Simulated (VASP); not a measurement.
Output of a VASP run:

### OUTCAR
```
 ion  position               nearest neighbor table
   1  0.000  0.000  0.000-   2 2.66   2 2.66   2 2.66   2 2.66
   2  0.250  0.250  0.250-   1 2.66   1 2.66   1 2.66   1 2.66
  LATTYP: Found a face centered cubic cell.
 ALAT       =     6.1400000000
 Subroutine PRICEL returns:
 Original cell was already a primitive cell.
 Subroutine GETGRP returns: Found 24 space group operations
The static configuration has the point symmetry T_d .
The dynamic configuration has the point symmetry T_d .
 Subroutine INISYM returns: Found 24 space group operations
 Subroutine IBZKPT returns following result:
 Found     20 irreducible k-points:

 Following reciprocal coordinates:
            Coordinates               Weight
  0.000000  0.000000  0.000000      1.000000
  0.142857  0.000000  0.000000      8.000000
  0.285714  0.000000  0.000000      8.000000
  0.428571  0.000000  0.000000      8.000000
  0.142857  0.142857  0.000000      6.000000
  0.285714  0.142857  0.000000     24.000000
  0.428571  0.142857  0.000000     24.000000
 -0.428571  0.142857  0.000000     24.000000
 -0.285714  0.142857  0.000000     24.000000
 -0.142857  0.142857  0.000000     12.000000
  0.285714  0.285714  0.000000      6.000000
  0.428571  0.285714  0.000000     24.000000
 -0.428571  0.285714  0.000000     24.000000
 -0.285714  0.285714  0.000000     12.000000
  0.428571  0.428571  0.000000      6.000000
 -0.428571  0.428571  0.000000     12.000000
  0.428571  0.285714  0.142857     24.000000
 -0.428571  0.285714  0.142857     48.000000
 -0.428571  0.428571  0.142857     24.000000
 -0.285714  0.428571  0.142857     24.000000
   k-points           NKPTS =     20   k-points in BZ     NKDIM =     20   number of bands    NBANDS=      8
   number of dos      NEDOS =    301   number of ions     NIONS =      2
   total plane-waves  NPLWV =  46656
   dimension x,y,z NGX =    36 NGY =   36 NGZ =   36
   dimension x,y,z NGXF=    72 NGYF=   72 NGZF=   72
   ions per type =               1   1
   PREC   = accura    normal or accurate (medium, high low for compatibility)
   ISTART =      0    job   : 0-new  1-cont  2-samecut
   ICHARG =      2    charge: 1-file 2-atom 10-const
   ISPIN  =      1    spin polarized calculation?
   LNONCOLLINEAR =      F non collinear calculations
   LSORBIT =      F    spin-orbit coupling
   INIWAV =      1    electr: 0-lowe 1-rand  2-diag
   ENCUT  =  600.0 eV  44.10 Ry    6.64 a.u.   8.67  8.67  8.67*2*pi/ulx,y,z
   NELM   =    100;   NELMIN=  2; NELMDL= -5     # of ELM steps
   EDIFF  = 0.1E-05   stopping-criterion for ELM
   LREAL  =      F    real-space projection
   NLSPLINE    = F    spline interpolate recip. space projectors
   LMAXMIX     =    4 max onsite mixed and CHGCAR
   VOSKOWN=      0    Vosko Wilk Nusair interpolation
   EDIFFG = 0.1E-04   stopping-criterion for IOM
   NSW    =      0    number of steps for IOM
   NBLOCK =      1;   KBLOCK =      1    inner block; outer block
   IBRION =     -1    ionic relax: 0-MD 1-quasi-New 2-CG
   NFREE  =      0    steps in history (QN), initial steepest desc. (CG)
   ISIF   =      2    stress and relaxation
   ISYM   =      2    0-nonsym 1-usesym 2-fastsym
   TEIN   =    0.0    initial temperature
   TEBEG  =    0.0;   TEEND  =   0.0 temperature during run
   SMASS  =  -3.00    Nose mass-parameter (am)
   PSTRESS=    0.0 pullay stress
   NELECT =       8.0000    total number of electrons
   EFERMI =   0.00;   METHOD = LEGACY
   ISMEAR =     0;   SIGMA  =   0.05  broadening in eV -4-tet -1-fermi 0-gaus
   IALGO  =     38    algorithm
   LDIAG  =      T    sub-space diagonalisation (order eigenvalues)
   IMIX   =      4    mixing-type and parameters
     AMIX     =   0.40;   BMIX     =  1.00
     AMIX_MAG =   1.60;   BMIX_MAG =  1.00
     AMIN     =   0.10
   GGA     = PE    functional components
   VOSKOWN =     0    Vosko Wilk Nusair interpolation
   LHFCALC =     F    Hartree Fock is set to
   LHFONE  =     F    Hartree Fock one center treatment
...
```

File OSZICAR:
```
       N       E                     dE             d eps       ncg     rms          rms(c)
DAV:   1     0.177778782399E+02    0.17778E+02   -0.30474E+03   320   0.830E+02
DAV:   2    -0.764552574357E+01   -0.25423E+02   -0.24269E+02   416   0.916E+01
DAV:   3    -0.827105658498E+01   -0.62553E+00   -0.62553E+00   456   0.176E+01
DAV:   4    -0.827467339818E+01   -0.36168E-02   -0.36168E-02   480   0.159E+00
DAV:   5    -0.827470048811E+01   -0.27090E-04   -0.27090E-04   448   0.977E-02    0.345E+00
DAV:   6    -0.821001845224E+01    0.64682E-01   -0.87537E-02   384   0.145E+00    0.215E+00
DAV:   7    -0.818921796221E+01    0.20800E-01   -0.91284E-02   368   0.165E+00    0.402E-01
DAV:   8    -0.819001507484E+01   -0.79711E-03   -0.62499E-03   336   0.470E-01    0.102E-01
DAV:   9    -0.819033516194E+01   -0.32009E-03   -0.59630E-04   416   0.163E-01    0.355E-02
DAV:  10    -0.819034754254E+01   -0.12381E-04   -0.23043E-05   456   0.283E-02    0.190E-02
DAV:  11    -0.819037409828E+01   -0.26556E-04   -0.50304E-05   352   0.481E-02    0.235E-03
DAV:  12    -0.819037444933E+01   -0.35106E-06   -0.39354E-07   416   0.510E-03
   1 F= -.81903744E+01 E0= -.81903744E+01  d E =-.364865E-13
```

OUTCAR:
```
------------------------ aborting loop because EDIFF is reached ----------------------------------------
  FORCE on cell =-STRESS in cart. coord.  units (eV):
  Direction    XX          YY          ZZ          XY          YZ          ZX
  --------------------------------------------------------------------------------------
  Total        0.8855393      0.8855393      0.8855393      0.0000000     -0.0000000     -0.0000000
  in kB       24.5173373     24.5173373     24.5173373      0.0000000     -0.0000000     -0.0000000
  external PRESSURE =      24.5173373 kB  Pullay stress =       0.0000000 kB
  volume of cell :       57.87
      direct lattice vectors                 reciprocal lattice vectors
     0.000000000  3.070000000  3.070000000    -0.162866450  0.162866450  0.162866450
     3.070000000  0.000000000  3.070000000     0.162866450 -0.162866450  0.162866450
     3.070000000  3.070000000  0.000000000     0.162866450  0.162866450 -0.162866450
 POSITION                                       TOTAL-FORCE (eV/Angst)
 -----------------------------------------------------------------------------------
      0.00000      0.00000      0.00000         0.000000      0.000000     -0.000000
      1.53500      1.53500      1.53500        -0.000000     -0.000000      0.000000
 -----------------------------------------------------------------------------------
    total drift:                               -0.000000     -0.000000     -0.000000
  FREE ENERGIE OF THE ION-ELECTRON SYSTEM (eV)
  ---------------------------------------------------
  free  energy   TOTEN  =        -8.1903744493 eV

  energy  without entropy=       -8.1903744493  energy(sigma->0) =       -8.19037445
```
(Selected blocks of OUTCAR.)

File POSCAR:
```
AlSb
1
    0.0000000000     3.0700000000     3.0700000000
    3.0700000000     0.0000000000     3.0700000000
    3.0700000000     3.0700000000     0.0000000000
Al Sb
1 1
Direct
  0.0000000000   0.0000000000   0.0000000000
  0.2500000000   0.2500000000   0.2500000000
```

Task: Write an INCAR and KPOINTS that could have produced this output.

Result: One answer among several that fit: the input of the run itself, PBE GGA, plane waves, VASP's PBE PAW potentials (set 64).

INCAR:
```
SYSTEM = AlSb
PREC = Accurate
ENCUT = 600
EDIFF = 1E-6
NELM = 100
ALGO = Normal
LREAL = .FALSE.
LASPH = .TRUE.
ISMEAR = 0
SIGMA = 0.05
GGA = PE
LMAXMIX = 4
LWAVE = .FALSE.
LCHARG = .FALSE.
ISIF = 2
```

File KPOINTS:
```
kpoints
0
G
  7 7 7
```

POTCAR, in this order: Al Sb (PBE.64 set). Program: vasp_std.

The compound is AlSb in the zinc blende structure. The cell was not relaxed at this level. The run is one of a series of settings (ENCUT = 600 against the base run), some of them coarse on purpose.
